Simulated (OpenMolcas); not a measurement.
# CHF3 (trifluoromethane): levels of theory compared

Wanted: a comparison of 6 runs (HF/STO-3G, BLYP/def2-SVPD, M06-L/def2-SVPD, PBE0/def2-SVPD, SVWN5/def2-SVPD, TPSS/def2-SVPD) of CHF3 (trifluoromethane). 

Program for the calculation: OpenMolcas 26.06.

### 1 The system as given

CHF3 has 5 atoms, charge 0, and is taken as a singlet. SMILES: `FC(F)F`. Geometry: relaxed at PBE0-D4/def2-TZVP.

Bond lengths: F1–C2 1.331 Å, C2–F3 1.331 Å, C2–F4 1.331 Å, C2–H5 1.093 Å. Angles: F1–C2–F3 108.5°, F1–C2–F4 108.5°, F3–C2–F4 108.5°, F1–C2–H5 110.4°, F3–C2–H5 110.4°, F4–C2–H5 110.4°.

### 2 Energy and gradient at HF/STO-3G (run 1)

job.inp reads:

```
* CHF3 Hartree-Fock
>>> EXPORT MOLCAS_PRINT=2

&GATEWAY
 BasLib=$CurrDir
 Coord
 5
 angstrom
 F       -0.668650      -0.329700       1.079190
 C        0.019500       0.056360       0.006820
 F        1.047350      -0.773770      -0.157470
 F       -0.772570      -0.035090      -1.059420
 H        0.374370       1.082210       0.130870
 Basis=STO-3G
 Group=NoSym

&SEWARD

&SCF
 Thresholds=1e-10 1e-07 1e-07 1e-05
 PrOrbitals=1 2

&ALASKA
```

The basis set STO-3G is read from a file made from the Basis Set Exchange's data (not shown).

Run with:

```
$ export MOLCAS_MEM=1860
$ pymolcas job.inp > job.log
```

What it wrote:

```text
--- Start Module: gateway ---
[...]
--- Stop Module: gateway /rc=_RC_ALL_IS_WELL_ ---
[...]
      Basis functions           21
[...]
--- Start Module: scf ---
[...]
       Convergence after  11 Iterations
[...]
::    Total SCF energy                               -332.0934825730
[...]
      Total spin, S                                     0.0000000000
[...]
      Total electronic charge=   34.000000
      Total            charge=   -0.000000
[...]
      Dipole Moment (debye):
      Origin of the operator (angstrom)=   -0.0982   -0.2838   -0.0343
                   X=  3.5313E-01               Y=  1.0208E+00               Z=  1.2348E-01           Total=  1.0871E+00
      Quadrupole Moment (debye*angstrom):
[...]
--- Stop Module: scf /rc=_RC_ALL_IS_WELL_ ---
--- Start Module: alaska ---
[...]
 *              Molecular gradients               *
 **************************************************
  Irreducible representation: a
 ------------------------------------------------------------------------------------------
                              X                       Y                       Z
 ------------------------------------------------------------------------------------------
  F1                2.77020634944485E-02    1.34130771659562E-02   -4.49093352034762E-02
  C2               -7.40778516773810E-03   -2.14276935694784E-02   -2.57780812249242E-03
  F3               -4.36476148267104E-02    3.18746139423034E-02    6.51305282176118E-03
  F4                3.20134172425952E-02    1.16654055548193E-03    4.40038854942237E-02
  H5               -8.66008074260582E-03   -2.50265380942460E-02   -3.02979498997991E-03
 ------------------------------------------------------------------------------------------
--- Stop Module: alaska /rc=_RC_ALL_IS_WELL_ ---
[...]
```

Run time: 1.9 s. Hardware: 1 thread of Arm Neoverse V1, shared host; peak memory 0.37 GiB.

### 3 Energy and gradient at BLYP/def2-SVPD (run 2)

mol.inp reads:

```
* CHF3 Kohn-Sham DFT

&GATEWAY
 BasLib=$CurrDir
 Coord
 5
 angstrom
 F       -0.668650      -0.329700       1.079190
 C        0.019500       0.056360       0.006820
 F        1.047350      -0.773770      -0.157470
 F       -0.772570      -0.035090      -1.059420
 H        0.374370       1.082210       0.130870
 Basis=def2-SVPD
 Group=NoSym

&SEWARD
 GridInput
 Grid=UltraFine
 End of Grid

&SCF
 KSDFT=BLYP
 Thresholds=1e-10 1e-07 1e-07 1e-05
 PrOrbitals=1

&ALASKA
```

The basis set def2-SVPD is read from a file made from the Basis Set Exchange's data (not shown).

Run with:

```
$ export MOLCAS_MEM=1860
$ pymolcas mol.inp > mol.log
```

What it wrote:

```text
--- Start Module: gateway ---
[...]
--- Stop Module: gateway /rc=_RC_ALL_IS_WELL_ ---
[...]
      Basis functions           97
[...]
--- Start Module: scf ---
[...]
       Convergence after  13 Iterations
[...]
::    Total KS-DFT energy                            -337.9700218485
[...]
      Total spin, S                                     0.0000000000
[...]
      Total electronic charge=   34.000000
      Total            charge=   -0.000000
[...]
      Dipole Moment (debye):
      Origin of the operator (angstrom)=   -0.0982   -0.2838   -0.0343
                   X=  4.9870E-01               Y=  1.4415E+00               Z=  1.7440E-01           Total=  1.5353E+00
      Quadrupole Moment (debye*angstrom):
[...]
--- Stop Module: scf /rc=_RC_ALL_IS_WELL_ ---
[...]
--- Start Module: alaska ---
[...]
 *              Molecular gradients               *
 **************************************************
  Irreducible representation: a
 ------------------------------------------------------------------------------------------
                              X                       Y                       Z
 ------------------------------------------------------------------------------------------
  F1                1.32703649788422E-02    6.17557169791905E-03   -2.17103502194078E-02
  C2               -4.01697075084528E-03   -1.16147964658024E-02   -1.40148888701708E-03
  F3               -2.11685345094956E-02    1.50874943792356E-02    3.10941755921723E-03
  F4                1.53473443560443E-02    2.67735398829849E-04    2.12039119782954E-02
  H5               -3.43220407467593E-03   -9.91600501019985E-03   -1.20149043103390E-03
 ------------------------------------------------------------------------------------------
--- Stop Module: alaska /rc=_RC_ALL_IS_WELL_ ---
[...]
```

Run time: 29 s. Hardware: 1 thread of Arm Neoverse V1, shared host; peak memory 0.54 GiB.

Run 3 isn't shown in full; the table further down has it.

### 4 Energy and forces at PBE0/def2-SVPD (run 4)

mol.xyz reads:

```xyz
5

F     -0.668650    -0.329700     1.079190
C      0.019500     0.056360     0.006820
F      1.047350    -0.773770    -0.157470
F     -0.772570    -0.035090    -1.059420
H      0.374370     1.082210     0.130870
```

job.inp reads:

```
&GATEWAY
 BasLib=$CurrDir
 Coord=mol.xyz
 Basis=def2-SVPD
 Group=NoSym

&SEWARD
 GridInput
 Grid=UltraFine
 End of Grid

&SCF
 KSDFT=PBE0
 Thresholds=1e-10 1e-07 1e-07 1e-05
 PrOrbitals=1 2

&ALASKA
```

The basis set def2-SVPD is read from a file made from the Basis Set Exchange's data (not shown).

Run with:

```
$ export MOLCAS_MEM=1860
$ pymolcas job.inp > job.log
```

What it wrote:

```text
--- Start Module: gateway ---
[...]
--- Stop Module: gateway /rc=_RC_ALL_IS_WELL_ ---
[...]
      Basis functions           97
[...]
--- Start Module: scf ---
[...]
       Convergence after  12 Iterations
[...]
::    Total KS-DFT energy                            -337.6793759328
[...]
      Total spin, S                                     0.0000000000
[...]
      Total electronic charge=   34.000000
      Total            charge=   -0.000000
[...]
      Dipole Moment (debye):
      Origin of the operator (angstrom)=   -0.0982   -0.2838   -0.0343
                   X=  5.2438E-01               Y=  1.5158E+00               Z=  1.8337E-01           Total=  1.6144E+00
      Quadrupole Moment (debye*angstrom):
[...]
--- Stop Module: scf /rc=_RC_ALL_IS_WELL_ ---
[...]
--- Start Module: alaska ---
[...]
 *              Molecular gradients               *
 **************************************************
  Irreducible representation: a
 ------------------------------------------------------------------------------------------
                              X                       Y                       Z
 ------------------------------------------------------------------------------------------
  F1                3.58836183631084E-04   -6.39322147222288E-07   -7.19092948251898E-04
  C2                1.49829463512763E-03    4.32568141534873E-03    5.29112593842140E-04
  F3               -7.43319195866121E-04    2.84551363257890E-04    7.77961500530999E-05
  F4                4.18624775287313E-04   -1.85395313624603E-04    6.49607289481935E-04
  H5               -1.53243639821188E-03   -4.42419814280726E-03   -5.37423085163247E-04
 ------------------------------------------------------------------------------------------
--- Stop Module: alaska /rc=_RC_ALL_IS_WELL_ ---
[...]
```

Run time: 27 s. Hardware: 1 thread of Arm Neoverse V1, shared host; peak memory 0.54 GiB.

Run 5 isn't shown in full; the table further down has it.

### 5 Energy and forces at TPSS/def2-SVPD (run 6)

mol.xyz is that of step 4.

calc.inp reads:

```
&GATEWAY
  BASLIB=$CurrDir
  COORD=mol.xyz
  BASIS=def2-SVPD
  GROUP=NoSym

&SEWARD
  GRIDINPUT
  Grid=UltraFine
  End of Grid

&SCF
  KSDFT=2
  1.0 MGGA_X_TPSS
  1.0 MGGA_C_TPSS
  THRESHOLDS=1e-10 1e-07 1e-07 1e-05
  PRORBITALS=1 2

&ALASKA
```

The basis set def2-SVPD is read from a file made from the Basis Set Exchange's data (not shown).

Run with:

```
$ export MOLCAS_MEM=1860
$ pymolcas calc.inp > calc.log
```

What it wrote:

```text
--- Start Module: gateway ---
[...]
--- Stop Module: gateway /rc=_RC_ALL_IS_WELL_ ---
[...]
      Basis functions           97
[...]
--- Start Module: scf ---
[...]
       Convergence after  14 Iterations
[...]
::    Total KS-DFT energy                            -338.0306566920
[...]
      Total spin, S                                     0.0000000000
[...]
      Total electronic charge=   34.000000
      Total            charge=   -0.000000
[...]
      Dipole Moment (debye):
      Origin of the operator (angstrom)=   -0.0982   -0.2838   -0.0343
                   X=  5.0135E-01               Y=  1.4492E+00               Z=  1.7531E-01           Total=  1.5435E+00
      Quadrupole Moment (debye*angstrom):
[...]
--- Stop Module: scf /rc=_RC_ALL_IS_WELL_ ---
[...]
--- Start Module: alaska ---
[...]
 *              Molecular gradients               *
 **************************************************
  Irreducible representation: a
 ------------------------------------------------------------------------------------------
                              X                       Y                       Z
 ------------------------------------------------------------------------------------------
  F1                9.64044102404849E-03    4.93340583737600E-03   -1.54024979447804E-02
  C2               -3.83378704983284E-03   -1.10913944691688E-02   -1.33787174051436E-03
  F3               -1.48940811384151E-02    1.12843960043119E-02    2.28258723308050E-03
  F4                1.11141405420909E-02    7.26825480966031E-04    1.51681851512020E-02
  H5               -2.02671337795124E-03   -5.85323285349570E-03   -7.10402699016011E-04
 ------------------------------------------------------------------------------------------
--- Stop Module: alaska /rc=_RC_ALL_IS_WELL_ ---
[...]
```

Wall time 44 s (1 thread of Arm Neoverse V1, shared host); peak memory 0.54 GiB.

### 6 The series

| run | level | integration grid | energy (Eh) | dipole moment (D) | HOMO energy (eV) | LUMO energy (eV) | wall time |
| --- | --- | --- | --- | --- | --- | --- | --- |
| 1 | HF/STO-3G | – | -332.093483 | 1.09 | -11.79 | 16.36 | 1.9 s |
| 2 | BLYP/def2-SVPD | UltraFine | -337.970022 | 1.54 | -9.60 | 0.06 | 29 s |
| 3 | M06-L/def2-SVPD | UltraFine | -337.953617 | 1.52 | -9.95 | 0.58 | 36 s |
| 4 | PBE0/def2-SVPD | UltraFine | -337.679376 | 1.61 | -11.53 | 0.81 | 27 s |
| 5 | SVWN5/def2-SVPD | UltraFine | -335.774773 | 1.55 | -9.77 | 0.17 | 22 s |
| 6 | TPSS/def2-SVPD | UltraFine | -338.030657 | 1.54 | -9.78 | 0.31 | 44 s |

### 7 Results

| quantity | value |
| --- | --- |
| run 6: total energy | -338.03066 Eh |
| run 6: dipole moment | 1.54 D |
| run 6: HOMO energy | -9.78 eV |
| run 6: LUMO energy | 0.31 eV |
| run 6: HOMO–LUMO gap | 10.09 eV |
| run 6: largest force on an atom | 0.968 eV/Å |

**Reading.** The dipole moment (its size) runs from 1.09 D (HF/STO-3G) to 1.61 D (PBE0/def2-SVPD). The two ends differ in method and basis. The HOMO–LUMO gap runs from 9.66 eV (BLYP/def2-SVPD) to 28.15 eV (HF/STO-3G). Totals of different functionals can't be ranked against each other. In run 1 the basis is minimal, so the values are rough. All runs together took 2.7 min, the longest 44 s.
